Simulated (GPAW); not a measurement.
# Ni (Fm-3m) in GPAW: further runs

The runs below take Ni through single point, relaxation of cell and atoms, with RPBE, LDA, revPBE, BLYP.

All numbers are computed with GPAW 26.7.0; they aren't measurements. Logs are shortened: lines on timing, memory, paths and dates and some standing lists are left out, and cuts for length are marked. The log counts tension as positive stress, the text compression.

## 1. Starting point

Symmetry: Fm-3m, No. 225, cubic system. The conventional cell has a = 3.475 Å, b = 3.475 Å, c = 3.475 Å, α = 90.00°, β = 90.00°, γ = 90.00°. Around Ni (site symmetry m-3m) lie 12 Ni at 2.46 Å.

## 2. Single point, RPBE, collinear spin, ferromagnetic start

run.py reads:

```python
from ase.dft.bandgap import bandgap
from ase.io import read, write
from ase.units import Bohr, GPa
from gpaw import GPAW, PW
from gpaw.elf import elf_from_dft_calculation

atoms = read('Ni.xyz')
atoms.set_initial_magnetic_moments([1.0])

calc = GPAW(mode=PW(600),
            xc='RPBE',
            kpts={'size': (13, 13, 13), 'gamma': True},
            occupations={'name': 'methfessel-paxton', 'order': 0, 'width': 0.05},
            nbands=17,
            convergence={'density': 1e-05, 'energy': 1e-05},
            maxiter=150,
            txt='gpaw.txt')
atoms.calc = calc
energy = atoms.get_potential_energy()
forces = atoms.get_forces()
stress = atoms.get_stress()
calc.write('gs.gpw')
write('result.traj', atoms)
print(f'Energy: {energy:.6f} eV')
print('Forces (eV/A):')
print(forces.round(4))
print('Stress (GPa):', (stress / GPa).round(3))
print('Moments:', calc.get_magnetic_moments().round(3))
print('Fermi level:', round(calc.get_fermi_level(), 4), 'eV')
print(f'Gap: {bandgap(calc)[0]:.4f} eV, direct: {bandgap(calc, direct=True)[0]:.4f} eV')

# fields on the real-space grid
write('density.cube', atoms, data=calc.get_pseudo_density() * Bohr**3)
write('potential.cube', atoms, data=calc.get_electrostatic_potential())
write('spin.cube', atoms, data=(calc.get_pseudo_density(spin=0) - calc.get_pseudo_density(spin=1)) * Bohr**3)
write('elf.cube', atoms, data=elf_from_dft_calculation(calc).data)
```

Ni.xyz reads:

```xyz
1
Lattice="0.0000000000 1.7375729330 1.7375729330 1.7375729330 0.0000000000 1.7375729330 1.7375729330 1.7375729330 0.0000000000" Properties=species:S:1:pos:R:3 pbc="T T T"
Ni     0.0000000000      0.0000000000      0.0000000000
```

Potentials or basis: the program's PAW data sets (release 1.2.1) made for this functional, pw.

Command:

```bash
OMP_NUM_THREADS=1 python run.py
```

gpaw.txt:

```text
__  _  _
 | _ |_)|_||  |
 |__||  | ||/\| - 26.7.0

Input parameters:
  mode=PW(ecut=600.0),
  convergence={'density': 1e-05, 'energy': 1e-05},
  kpts=MonkhorstPack(size=(13, 13, 13), gamma=True),
  maxiter=150,
  nbands=17,
  occupations=Occupations(name='methfessel-paxton', order=0, width=0.05),
  xc=XC(name='RPBE')

Diagonalizing LCAO Hamiltonian
Converting LCAO to pw mode

       Ni

Atoms  # Å, Bohr magnetons
|   | symbol |        x |        y |        z |    initial magnetic moments |
|---|--------|----------|----------|----------|-----------------------------|
| 0 |     Ni | 0.000000 | 0.000000 | 0.000000 | ( 0.0000,  0.0000,  1.0000) |

Unit cell  # Å
| periodic |        x |        y |        z |  lengths |    angles |
|----------|----------|----------|----------|----------|-----------|
|      yes | 0.000000 | 1.737573 | 1.737573 | 2.457299 | 60.000000 |
|      yes | 1.737573 | 0.000000 | 1.737573 | 2.457299 | 60.000000 |
|      yes | 1.737573 | 1.737573 | 0.000000 | 2.457299 | 60.000000 |

Number of symmetries: 48
Symmetry operations  # r_c * U_cc + t_c -> r_c
|    | kind |            matrix            |
|----|------|------------------------------|
|  0 |  σ   |  1, 0, 0,  1, 0,-1,  1,-1, 0 |
|  1 |  C2  |  1, 0, 0,  1,-1, 0,  1, 0,-1 |
|  2 |  E   |  1, 0, 0,  0, 1, 0,  0, 0, 1 |
|  3 |  σ   |  1, 0, 0,  0, 0, 1,  0, 1, 0 |
|  4 |  C4  |  1, 0,-1,  1, 0, 0,  1,-1, 0 |
|  5 |  S6  |  1, 0,-1,  1,-1, 0,  1, 0, 0 |
|  6 |  σ   |  1, 0,-1,  0, 1,-1,  0, 0,-1 |
|  7 |  C3  |  1, 0,-1,  0, 0,-1,  0, 1,-1 |
|  8 |  S6  |  1,-1, 0,  1, 0, 0,  1, 0,-1 |
|  9 |  C4  |  1,-1, 0,  1, 0,-1,  1, 0, 0 |
| 10 |  C3  |  1,-1, 0,  0,-1, 1,  0,-1, 0 |
| 11 |  σ   |  1,-1, 0,  0,-1, 0,  0,-1, 1 |
| 12 |  σ   |  0, 1, 0,  1, 0, 0,  0, 0, 1 |
| 13 |  C4  |  0, 1, 0,  0, 1,-1, -1, 1, 0 |
| 14 |  C3  |  0, 1, 0,  0, 0, 1,  1, 0, 0 |
| 15 |  S6  |  0, 1, 0, -1, 1, 0,  0, 1,-1 |
| 16 |  C2  |  0, 1,-1,  1, 0,-1,  0, 0,-1 |
| 17 |  σ   |  0, 1,-1,  0, 1, 0, -1, 1, 0 |
| 18 |  S4  |  0, 1,-1,  0, 0,-1,  1, 0,-1 |
| 19 |  C4  |  0, 1,-1, -1, 1, 0,  0, 1, 0 |
| 20 |  C3  |  0, 0, 1,  1, 0, 0,  0, 1, 0 |
| 21 |  σ   |  0, 0, 1,  0, 1, 0,  1, 0, 0 |
| 22 |  S6  |  0, 0, 1,  0,-1, 1, -1, 0, 1 |
| 23 |  C4  |  0, 0, 1, -1, 0, 1,  0,-1, 1 |
| 24 |  S4  |  0, 0,-1,  1, 0,-1,  0, 1,-1 |
| 25 |  C3  |  0, 0,-1,  0, 1,-1,  1, 0,-1 |
| 26 |  C2  |  0, 0,-1,  0,-1, 0, -1, 0, 0 |
| 27 |  S6  |  0, 0,-1, -1, 0, 0,  0,-1, 0 |
| 28 |  S4  |  0,-1, 1,  1,-1, 0,  0,-1, 0 |
| 29 |  C4  |  0,-1, 1,  0, 0, 1, -1, 0, 1 |
| 30 |  C2  |  0,-1, 1,  0,-1, 0,  1,-1, 0 |
| 31 |  σ   |  0,-1, 1, -1, 0, 1,  0, 0, 1 |
| 32 |  C3  |  0,-1, 0,  1,-1, 0,  0,-1, 1 |
| 33 |  S6  |  0,-1, 0,  0, 0,-1, -1, 0, 0 |
| 34 |  S4  |  0,-1, 0,  0,-1, 1,  1,-1, 0 |
| 35 |  C2  |  0,-1, 0, -1, 0, 0,  0, 0,-1 |
| 36 |  C2  | -1, 1, 0,  0, 1, 0,  0, 1,-1 |
| 37 |  S6  | -1, 1, 0,  0, 1,-1,  0, 1, 0 |
| 38 |  S4  | -1, 1, 0, -1, 0, 1, -1, 0, 0 |
| 39 |  C3  | -1, 1, 0, -1, 0, 0, -1, 0, 1 |
| 40 |  S6  | -1, 0, 1,  0, 0, 1,  0,-1, 1 |
| 41 |  C2  | -1, 0, 1,  0,-1, 1,  0, 0, 1 |
| 42 |  C3  | -1, 0, 1, -1, 1, 0, -1, 0, 0 |
| 43 |  S4  | -1, 0, 1, -1, 0, 0, -1, 1, 0 |
| 44 |  C2  | -1, 0, 0,  0, 0,-1,  0,-1, 0 |
| 45 |  i   | -1, 0, 0,  0,-1, 0,  0, 0,-1 |
| 46 |  σ   | -1, 0, 0, -1, 1, 0, -1, 0, 1 |
| 47 |  C2  | -1, 0, 0, -1, 0, 1, -1, 1, 0 |

BZ-sampling:
  Number of BZ points: 2197
  Number of IBZ points: 84

  Monkhorst-Pack size: [13, 13, 13]
  Monkhorst-Pack shift: [0, 0, 0]

K-points  # in reciprocal-cell coordinates
|     |                                coordinates |     weight |
|-----|--------------------------------------------|------------|
|   0 | (  0.00000000,   0.00000000,   0.00000000) | 0.00045517 |
|   1 | (  0.07692308,   0.07692308,   0.00000000) | 0.00273100 |
|   2 | (  0.07692308,   0.07692308,   0.07692308) | 0.00364133 |
|   3 | (  0.15384615,   0.07692308,   0.07692308) | 0.00546199 |
|   4 | (  0.15384615,   0.15384615,   0.00000000) | 0.00273100 |
|   5 | (  0.15384615,   0.15384615,   0.07692308) | 0.01092399 |
|   6 | (  0.15384615,   0.15384615,   0.15384615) | 0.00364133 |
|   7 | (  0.23076923,   0.15384615,   0.07692308) | 0.01092399 |
|   8 | (  0.23076923,   0.15384615,   0.15384615) | 0.01092399 |
|   9 | (  0.23076923,   0.23076923,   0.00000000) | 0.00273100 |
| ... |                                            |            |
|  83 | (  0.46153846,   0.46153846,   0.46153846) | 0.00364133 |

Plane wave coefficients: 365
Cutoff: 600.0 eV

Spin-components: 2 (collinear spins)
Bands:           17
Projectors:      6
Spin-degeneracy: 1
Datatype:        complex128

Parallelization:
  kpt:    1
  domain: 1
  band:   1

Density:
  Valence electrons: 16.0
  Components: 2
  Grid points: [14 14 14]
  Charge: 0.0  # |e|

Potential:
  Grid points: [14 14 14]

species:
  Ni:
    name:    Nickel
    Z:       28.0
    valence: 16
    core:    12
    charge:  0.0  # [|e|]
    compensation charges:
      type: gauss
      rc: 0.36  # [Å]
      lmax: 2
    cutoffs:
      filter: 2.14  # [Å]
      core: 1.98  # [Å]
    projectors
    | kind |    occ | energy [eV] | rcut [Å] |
    |------|--------|-------------|----------|
    |   4s |  2.000 |      -5.557 |    1.164 |
    |   3p |  6.000 |     -71.403 |    1.207 |
    |   4p |  0.000 |      -1.222 |    1.207 |
    |   3d |  8.000 |      -8.814 |    1.138 |
    |    s |        |      21.654 |    1.164 |
    |    d |        |      18.397 |    1.138 |

    Using partial waves for Ni as LCAO basis

Reference energy: -41373.514253  # eV

eigensolver:
  PPCG
  Converge bands: occupied
  niter=2

density mixing:
  MSR1-Mixer
  Pratt-step length: 0.05
  Maximum mixing coefficient: 0.75
  Old densities: 10
  SVD Regularization: 0.005
  Good broyden scale: 1.0
  Trust region scale: 1.0
  Backstep threshold: 4.0
  History deletion threshold: 6.0
  Fourier metric: weight=20.0, sigma=0.015

occupation numbers:
  Methfessel-Paxton:
    width: 0.0500  # eV
    order: 0

poisson solver:
  ecut: 4800.0  # eV

xc functional:
  name: RPBE with 2 nearest neighbor stencil

convergence criteria:
- Maximum integral of absolute [dens]ity change: 1e-05 electrons / valence electron
- Maximum [total energy] change in last 3 cyles: 1e-05 eV / valence electron
- Maximum integral of absolute [eigenst]ate change: 4e-08 eV^2 / valence electron
maximum number of iterations: 150

SCF iterations
|iter     | |      energy | eigst |  dens |  magmom |
|---------|-|-------------|-------|-------|---------|
|iter:   1| |   -6.607749 | -0.04 |       |  +1.0010|
|iter:   2| |   -6.618154 | -2.91 | -1.45 |  +0.9841|
|iter:   3| |   -6.737552 | -2.55 | -1.48 |  +0.7779|
|iter:   4| |   -6.758926 | -2.78 | -1.81 |  +0.6204|
|iter:   5| |   -6.759026 | -4.66 | -2.57 |  +0.6410|
|iter:   6| |   -6.759090 | -6.40 | -3.09 |  +0.6397|
|iter:   7| |   -6.759165c| -5.83 | -3.27 |  +0.6378|
|iter:   8| |   -6.759164c| -8.20c| -3.95 |  +0.6379|
|iter:   9| |   -6.759162c| -8.45c| -4.35 |  +0.6380|
|iter:  10| |   -6.759162c| -8.81c| -5.18c|  +0.6380|

Converged in 10 steps
Energy contributions relative to reference atoms: (reference = -41373.514253)

Energy contributions:
  Kinetic:           8.711957
  Coulomb:          -6.405404
  Zero:              0.095459
  External:          0.000000
  Xc:               -9.160434
  Entropy:          -0.001481
  Spinorbit:         0.000000
  ----------------------------
  Free energy:      -6.759902
  Extrapolated:     -6.759162

dipole moment: (-7.104615, -7.104615, -7.104615)  # |e|*Ang

Total magnetic moment: (0.000000, 0.000000, 0.638001)

Local magnetic moments
|        x |        y |        z |
|----------|----------|----------|
| 0.000000 | 0.000000 | 0.676175 |  # Ni   0

Fermi level: 9.227
Eigenvalues  # (at kpt = [0.000, 0.000, 0.000])
| band index |      eig [eV] | occ [0-1] |      eig [eV] | occ [0-1] |
|------------|---------------|-----------|---------------|-----------|
|          0 |       -54.916 |     1.000 |       -54.068 |     1.000 |
|          1 |       -54.916 |     1.000 |       -54.068 |     1.000 |
|          2 |       -54.916 |     1.000 |       -54.068 |     1.000 |
|          3 |        -0.240 |     1.000 |        -0.299 |     1.000 |
|          4 |         6.595 |     1.000 |         7.396 |     1.000 |
|          5 |         6.595 |     1.000 |         7.396 |     1.000 |
[... 9 lines left out ...]
|         15 |        39.789 |     0.000 |        39.911 |     0.000 |
|         16 |        43.043 |     0.000 |        42.884 |     0.000 |

No gap
No difference between direct/indirect transitions

Forces  # eV/Ang
|        x |        y |       z |
|----------|----------|---------|
| -0.00000 | -0.00000 | 0.00000 |  # Ni   0

Stress tensor  # eV/Ang^3
|         x |         y |         z |
|-----------|-----------|-----------|
| -0.105944 | -0.000000 |  0.000000 |
| -0.000000 | -0.105944 |  0.000000 |
|  0.000000 |  0.000000 | -0.105944 |

# Writing to gs.gpw (mode='')
```

Run time: 17 s. Hardware: 1 thread of Intel Xeon Platinum 8488C (Sapphire Rapids), shared host; peak memory 0.15 GiB.

What came out:

```yaml
Free_energy: -6.7599 eV
Pressure: 17.0 GPa
Band_gap_on_the_k_mesh: none (metal or under the smearing width)
Net_moment: 0.64 μB per cell
Site_moments: Ni +0.68 μB
```

Caveat: the stock nickel data set gives pressures a few GPa off other programs; so large a pressure means that the cell lies far from this level's equilibrium, or that cutoff or potentials fall short.

## 3. Single point, RPBE, collinear spin, ferromagnetic start

run.py reads:

```python
from ase.dft.bandgap import bandgap
from ase.io import read, write
from ase.units import GPa
from gpaw import GPAW, PW

atoms = read('Ni.xyz')
atoms.set_initial_magnetic_moments([1.0])

calc = GPAW(mode=PW(600),
            xc='RPBE',
            kpts={'size': (13, 13, 13), 'gamma': True},
            occupations={'name': 'methfessel-paxton', 'order': 0, 'width': 0.02},
            nbands=17,
            convergence={'density': 1e-05, 'energy': 1e-05},
            maxiter=150,
            txt='gpaw.txt')
atoms.calc = calc
energy = atoms.get_potential_energy()
forces = atoms.get_forces()
stress = atoms.get_stress()
calc.write('gs.gpw')
write('result.traj', atoms)
print(f'Energy: {energy:.6f} eV')
print('Forces (eV/A):')
print(forces.round(4))
print('Stress (GPa):', (stress / GPa).round(3))
print('Moments:', calc.get_magnetic_moments().round(3))
print('Fermi level:', round(calc.get_fermi_level(), 4), 'eV')
print(f'Gap: {bandgap(calc)[0]:.4f} eV, direct: {bandgap(calc, direct=True)[0]:.4f} eV')
```

Ni.xyz is that of step 2.

Potentials or basis: the program's PAW data sets (release 1.2.1) made for this functional, pw.

Command:

```bash
OMP_NUM_THREADS=1 python run.py
```

Run time: 16 s. Hardware: 1 thread of Intel Xeon Platinum 8488C (Sapphire Rapids), shared host; peak memory 0.15 GiB.

The run converged. Its results:

| Item | Value |
| --- | --- |
| Free energy | -6.7594 eV |
| Pressure | 17.0 GPa |
| Band gap on the k mesh | none (metal or under the smearing width) |
| Net moment | 0.64 μB per cell |
| Site moments | Ni +0.68 μB |

Levels at points of the mesh, in eV from the Fermi level:
Spin up:
```tsv
k point	band 4	band 5	band 6	band 7	band 8	band 9	band 10	band 11	band 12	band 13
(0.00, 0.00, 0.00)	-9.47	-2.64	-2.64	-2.64	-1.36	-1.36	23.92	27.90	27.90	27.90
```
Spin down:
```csv
k point,band 6,band 7,band 8,band 9,band 10,band 11
"(0.00, 0.00, 0.00)",-1.83,-1.83,-0.75,-0.75,23.70,27.85
```

Caveat: the stock nickel data set gives pressures a few GPa off other programs; so large a pressure means that the cell lies far from this level's equilibrium, or that cutoff or potentials fall short.

## 4. Single point, LDA, collinear spin, ferromagnetic start

run.py: that of step 3 with these lines changed.

```diff
@@ -2,4 +2,5 @@
 from ase.io import read, write
-from ase.units import GPa
+from ase.units import Bohr, GPa
 from gpaw import GPAW, PW
+from gpaw.elf import elf_from_dft_calculation
 
@@ -9,3 +10,3 @@
 calc = GPAW(mode=PW(600),
-            xc='RPBE',
+            xc='LDA',
             kpts={'size': (13, 13, 13), 'gamma': True},
@@ -29 +30,7 @@
 print(f'Gap: {bandgap(calc)[0]:.4f} eV, direct: {bandgap(calc, direct=True)[0]:.4f} eV')
+
+# fields on the real-space grid
+write('density.cube', atoms, data=calc.get_pseudo_density() * Bohr**3)
+write('potential.cube', atoms, data=calc.get_electrostatic_potential())
+write('spin.cube', atoms, data=(calc.get_pseudo_density(spin=0) - calc.get_pseudo_density(spin=1)) * Bohr**3)
+write('elf.cube', atoms, data=elf_from_dft_calculation(calc).data)
```

Ni.xyz is that of step 3.

Command:

```bash
OMP_NUM_THREADS=1 python run.py
```

Run time: 17 s. Hardware: 1 thread of Intel Xeon Platinum 8488C (Sapphire Rapids), shared host; peak memory 0.14 GiB.

The run converged. Its results:

```
Free energy            : -8.4267 eV
Pressure               : -8.4 GPa
Band gap on the k mesh : none (metal or under the smearing width)
Net moment             : 0.62 μB per cell
Site moments           : Ni +0.64 μB
```

Levels at points of the mesh, in eV from the Fermi level:
Spin up:
| k point | band 6 | band 7 | band 8 | band 9 | band 10 | band 11 |
| --- | --- | --- | --- | --- | --- | --- |
| (0.00, 0.00, 0.00) | -2.55 | -2.55 | -1.30 | -1.30 | 23.99 | 27.80 |
Spin down:
```tsv
k point	band 4	band 5	band 6	band 7	band 8	band 9	band 10	band 11	band 12	band 13
(0.00, 0.00, 0.00)	-9.42	-1.89	-1.89	-1.89	-0.69	-0.69	23.94	27.84	27.84	27.84
```

Caveat: the stock nickel data set gives pressures a few GPa off other programs.

## 5. Relaxation of cell and atoms, revPBE, collinear spin, ferromagnetic start

run.py reads:

```python
from ase.filters import FrechetCellFilter
from ase.io import read, write
from ase.optimize import FIRE
from gpaw import GPAW, PW

atoms = read('POSCAR')
atoms.set_initial_magnetic_moments([1.0])

calc = GPAW(mode=PW(600),
            xc='revPBE',
            kpts={'size': (13, 13, 13), 'gamma': True},
            occupations={'name': 'fermi-dirac', 'width': 0.05},
            nbands=17,
            convergence={'density': 1e-05, 'forces': 0.0001},
            maxiter=150,
            txt='gpaw.txt')
atoms.calc = calc
opt = FIRE(FrechetCellFilter(atoms), trajectory='relax.traj', logfile='-')
done = opt.run(fmax=0.02, steps=40)
calc.write('gs.gpw')
write('result.traj', atoms)
print('Converged:', done)
print('Cell:', atoms.cell.cellpar().round(4))
print('Volume:', round(atoms.get_volume(), 4))
print(atoms.get_scaled_positions().round(5))
```

POSCAR reads:

```
Ni
1.0
    0.0000000000      1.7375729330      1.7375729330
    1.7375729330      0.0000000000      1.7375729330
    1.7375729330      1.7375729330      0.0000000000
Ni
1
Direct
    0.0000000000      0.0000000000      0.0000000000
```

Command:

```bash
OMP_NUM_THREADS=1 python run.py
```

Run time: 99 s. Hardware: 1 thread of Intel Xeon Platinum 8488C (Sapphire Rapids), shared host; peak memory 0.22 GiB.

It converged, with:

```
Free energy                            : -6.8983 eV
Relaxed volume                         : 11.24 Å³/atom
Relaxed cell                           : a = 2.514 Å, b = 2.514 Å, c = 2.514 Å, α = 60.00°, β = 60.00°, γ = 60.00°
Space group after relaxing (to 0.05 Å) : Fm-3m (No. 225)
Energy gained by relaxing              : 32.3 meV/atom
Ionic steps                            : 7
Pressure after relaxing                : -0.2 GPa
Band gap on the k mesh                 : none (metal or under the smearing width)
Net moment                             : 0.64 μB per cell
Site moments                           : Ni +0.68 μB
```

The path:
| step | energy change (eV) | largest force (eV/Å) | pressure (GPa) | volume (Å³) |
| --- | --- | --- | --- | --- |
| 1 | 0.0000 | 0.0000 | 15.30 | 10.49 |
| 2 | -0.0228 | 0.0000 | 7.86 | 10.81 |
| 3 | -0.0318 | 0.0000 | -1.66 | 11.32 |
| 4 | -0.0319 | 0.0000 | -1.49 | 11.31 |
| 5 | -0.0321 | 0.0000 | -1.19 | 11.29 |
| 6 | -0.0322 | 0.0000 | -0.75 | 11.27 |
| 7 | -0.0323 | 0.0000 | -0.24 | 11.24 |

Final structure:
```
Ni
1.0
     0.00000    1.77769    1.77769
     1.77769    0.00000    1.77769
     1.77769    1.77769    0.00000
Ni
1
Direct
  0.00000 0.00000 0.00000
```

Levels at points of the mesh, in eV from the Fermi level:
Spin up:
| k point | band 4 | band 5 | band 6 | band 7 | band 8 | band 9 | band 10 | band 11 | band 12 | band 13 |
| --- | --- | --- | --- | --- | --- | --- | --- | --- | --- | --- |
| (0.00, 0.00, 0.00) | -8.98 | -2.44 | -2.44 | -2.44 | -1.29 | -1.29 | 23.32 | 26.77 | 26.77 | 26.77 |
Spin down:
```tsv
k point	band 6	band 7	band 8	band 9	band 10	band 11
(0.00, 0.00, 0.00)	-1.65	-1.65	-0.68	-0.68	23.09	26.74
```

Caveat: each step starts from the last one's moments, so a moment once lost doesn't come back; the stock nickel data set gives pressures a few GPa off other programs; later steps reuse the first step's grids.

(Part 1 of 2 ends here.)
